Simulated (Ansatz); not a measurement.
A plane-wave DFT run in Ansatz 0.2.0 (scalar-relativistic PAW potentials unless the input names others): input and command.

```yaml
crystal:
  lattice:
    - [0.0, 2.7169171024, 2.7169171024]
    - [2.7169171024, 0.0, 2.7169171024]
    - [2.7169171024, 2.7169171024, 0.0]
  atoms:
    - { symbol: Si, position: [0.75, 0.75, 0.75] }
    - { symbol: Si, position: [0.5, 0.5, 0.5] }
basis:
  ecutwfc: 420
kpoints:
  mp_grid: { grid: [12, 11, 13] }
hamiltonian:
  xc: pbesol
scf:
  occupations: { method: gaussian, width: 0.02 }
  max_iter: 50
output:
  forces: true
  eigenvalues: true
  stress: true
```

```bash
ansatz run input.yaml --threads 4 --pin off --max-ram 10240MiB --backend cpu --events-out ev --progress --plain --runs-dir out
```

Abridged log:
```
Warning: crystal.symmetry: narrowed to the stabiliser of the k-point mesh — unitary ops 48 → 2; excluded 46 operations that carry a point of the 12×11×13 mesh (shift [0, 0, 0]) off the mesh (the run samples exactly the mesh kpoints.mp_grid names, as under crystal.symmetry.detect: false, and its converged state has the mesh's symmetry, not the crystal's; ε∞, the Born charges and the force constants of a linear response (`dielectric:` by the response, `phonons.method: dfpt`) are averaged over those of the crystal's operations that the state keeps within a tolerance, where `mesh_tensors`, `unaver ...
Basis set: ecut = 420 eV, 749 PW (Γ), exchange–correlation on 54×54×54 points (8 copies of the dense FFT grid, shifted against one another)
Bands: 8, of which v1, the nominal top of the filled ones, is band 4 counted from 1 (3 counted from 0)
Symmetry: 2 space group operations
k-points: 859 of 1716
SCF iter   1: F=—  HF=-1242.985484 eV  |F-HF|=—  |Δ(HF+E_count)|=         —  Δρ=2.93e-3  dr2=3.86e-3  ethr=1.77e-3  ⟨swp⟩=6.3  Hψ=63157  notcnv=0
SCF iter   2: F=—  HF=-1242.985046 eV  |F-HF|=—  |Δ(HF+E_count)|=   4.38e-4  Δρ=1.11e-3  dr2=4.63e-4  ethr=4.83e-5  ⟨swp⟩=2.6  Hψ=17716  notcnv=0
SCF iter   3: F=—  HF=-1242.985025 eV  |F-HF|=—  |Δ(HF+E_count)|=   2.08e-5  Δρ=1.80e-4  dr2=7.96e-6  ethr=5.79e-6  ⟨swp⟩=2.0  Hψ=10304  notcnv=0
SCF iter   4: F=—  HF=-1242.985022 eV  |F-HF|=—  |Δ(HF+E_count)|=   3.21e-6  Δρ=1.68e-5  dr2=8.43e-8  ethr=9.95e-8  ⟨swp⟩=2.0  Hψ=9591  notcnv=0
SCF iter   5: F=-1242.985022 eV  HF=-1242.985022 eV  |F-HF|=5.92e-10  |Δ(HF+E_count)|=   1.22e-8  Δρ=4.74e-6  dr2=5.00e-9  ethr=1.05e-9  ⟨swp⟩=1.9  Hψ=9170  notcnv=0
SCF iter   6: F=-1242.985022 eV  HF=-1242.985022 eV  |F-HF|=3.14e-11  |Δ(HF+E_count)|=   1.06e-9  Δρ=5.36e-7  dr2=8.28e-11  ethr=6.25e-11  ⟨swp⟩=1.4  Hψ=21249  notcnv=0
SCF 1 converged in 6 iterations: F = -1242.985022 eV  dr2 = 8.28e-11
SCF converged after 6 iterations
Free energy (F): -1242.985022 eV
Harris-Foulkes:  -1242.985022 eV  (|F-HF|=3.14e-11)
Internal energy: -1242.985022 eV  (E = F + TS)
E sigma→0 (E₀):  -1242.985022 eV
Fermi energy:    6.410603 eV
--- Forces (eV/Å), atoms counted from 1 ---
  atom   1  Si    -0.00002522    -0.00000311     0.00002529
  atom   2  Si     0.00002522     0.00000311    -0.00002529
--- Stress (GPa, compression-positive) ---
       -0.008675       0.000157       0.001964
        0.000157      -0.011081       0.000165
        0.001964       0.000165      -0.007853
  P = ⅓ Tr σ = -0.0092 GPa (-0.092 kbar)
```

One setting here is unusual or wrong in general: a mesh that breaks the symmetry (kpoints.mp_grid.grid: [12, 12, 12] → [12, 11, 13]). For this cell it did little harm to the result: the run converged in 6 SCF iterations with an energy at zero smearing 0.03 meV/atom below the reference's, pressure -0.01 GPa, largest force 0.000 eV/Å, gap on the mesh 0.49 eV. The program drops the symmetry operations that the mesh breaks, which leaves more k-points to solve, 859 here. A reference run on usual settings, whose relaxation ended at this geometry, converged, and the end of its own relaxation has pressure -0.01 GPa, largest force 0.000 eV/Å, gap on the mesh 0.46 eV.

It took 4.6 s on 4 threads of Arm Neoverse V1, on a shared host, peak memory 0.56 GiB.